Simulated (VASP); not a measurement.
Here is a VASP 6.6.1 calculation.

The input INCAR:

```
  PREC = Accurate
  ENCUT = 600
  EDIFF = 1E-6
  ISMEAR = -1
  SIGMA = 0.05
  LREAL = F
  LASPH = T
  NELM = 80
  ALGO = Normal
  ISIF = 3
  LWAVE = F
  LCHARG = F
  GGA = PE
  LUSE_VDW = T
  IVDW_NL = 2
  BPARAM = 10.0
  CPARAM = 0.0093
  IBRION = 2
  NSW = 60
  EDIFFG = -0.01
```

Contents of KPOINTS:

```
Automatic mesh
0
Gamma
  10 10 10
```

POSCAR

```
TiC
1.0
    3.0420900000      0.0000000000      0.0000000000
   -1.5210400000      2.6345200000      0.0000000000
    0.0000000000      0.0000000000      2.6979700000
Ti C
1 1
Direct
    0.0000000000      0.0000000000      0.5000000000
    0.3333300000      0.6666700000      0.0000000000
```

Potentials or basis: VASP PAW PBE potentials, release 64 (Ti_sv, C).

Run with:

```sh
$ cat potpaw_PBE.64/Ti_sv/POTCAR potpaw_PBE.64/C/POTCAR > POTCAR
$ mpirun -np 1 vasp_std > vasp.out
```

**Question.** Estimate the relaxed cell.

**Answer.** a = 3.036 Å, b = 3.036 Å, c = 2.692 Å, α = 90.00°, β = 90.00°, γ = 120.00°.

**Question.** Predict the relaxed volume.

**Answer.** 10.75 Å³/atom.

**Question.** What does it give for the band gap on the k mesh?

**Answer.** None (metal or under the smearing width).

**Question.** Estimate the space group after relaxing (to 0.05 Å).

**Answer.** P-6m2 (No. 187).

Stress tensor (GPa, compression positive):
```
-0.07  0.00  0.00
 0.00 -0.07  0.00
 0.00  0.00  0.14
```

Caveat: pairwise dispersion overbinds metals, which lowers pressure and volume.
